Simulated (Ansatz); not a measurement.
# C: the cost of one run

Computed with Ansatz 0.2.0 (DFT PBEsol+D3(BJ), scalar-relativistic, plane waves, PAW, unless a step's input says otherwise).

The COD entry's cell or inner coordinates are ideal or old and differ from later refinements, so a difference from it is no clean test against experiment.

71 further runs of the same task are left out: 71 set aside as unsound or not needed. Runs told in other sessions of the task aren't counted.

## 1. Starting point

Symmetry: P6_3/mmc, No. 194, hexagonal system. The conventional cell has a = 2.458 Å, b = 2.458 Å, c = 6.580 Å, α = 90.00°, β = 90.00°, γ = 120.00°. C (site symmetry -6m2) is surrounded by 3 C at 1.42 Å.

Coordinates:

```cif
data_structure
_symmetry_space_group_name_H-M 'P 1'
_symmetry_Int_Tables_number 1
_cell_length_a 2.4580
_cell_length_b 2.4580
_cell_length_c 6.5801
_cell_angle_alpha 90.000
_cell_angle_beta 90.000
_cell_angle_gamma 120.000
_cell_volume 34.43
loop_
_atom_site_label
_atom_site_type_symbol
_atom_site_fract_x
_atom_site_fract_y
_atom_site_fract_z
_atom_site_occupancy
C1 C 0.00000 0.00000 0.00250 1
C2 C 0.00000 0.00000 0.50250 1
C3 C 0.33333 0.66667 0.00250 1
C4 C 0.66667 0.33333 0.50250 1
```

It is the result of an earlier relaxation at this level (volume 8.61 Å³/atom; gap on the mesh: none (metal)).

## 2. What is varied

The energy is mapped over volume and the cell's shape.

- volume per atom: 11 values from 7.574 to 9.640 Å³
- c/a of the conventional cell: 11 values from 2.373 to 3.020

Nothing else is relaxed (symmetry fixes all fractional coordinates). Energies count from the relaxed crystal. Points are written as (first, second).

## 3. Point (7.574 Å³, 2.490)

Contents of input.yaml:

```yaml
crystal:
  lattice:
    - [2.4129045584, 0.0, 0.0]
    - [-1.2064522792, 2.0896366444, 0.0]
    - [0.0, 0.0, 6.0086149313]
  atoms:
    - { symbol: C, position: [0.0, 0.0, 0.0025] }
    - { symbol: C, position: [0.0, 0.0, 0.5025] }
    - { symbol: C, position: [0.3333333333, 0.6666666667, 0.0025] }
    - { symbol: C, position: [0.6666666667, 0.3333333333, 0.5025] }
basis:
  ecutwfc: 520.0
kpoints:
  mp_grid: { grid: [21, 21, 8] }
hamiltonian:
  xc: pbesol
  pseudopotentials: { kind: paw, azcp: { folder: soft_1 } }
  dispersion: d3bj
scf:
  occupations: { method: gaussian, width: 0.15 }
output:
  forces: true
  stress: true
  eigenvalues: true
```

The run is started by

```console
ansatz run input.yaml --threads 2 --pin off --max-ram 4096MiB --backend cpu --events-out ev --progress --plain --runs-dir out
```

**Question.** How long does this run take on 2 threads of Intel Xeon 6975P-C (Granite Rapids), shared host, and how much memory does it need?

About 2.2 s, with a peak of 0.43 GiB.
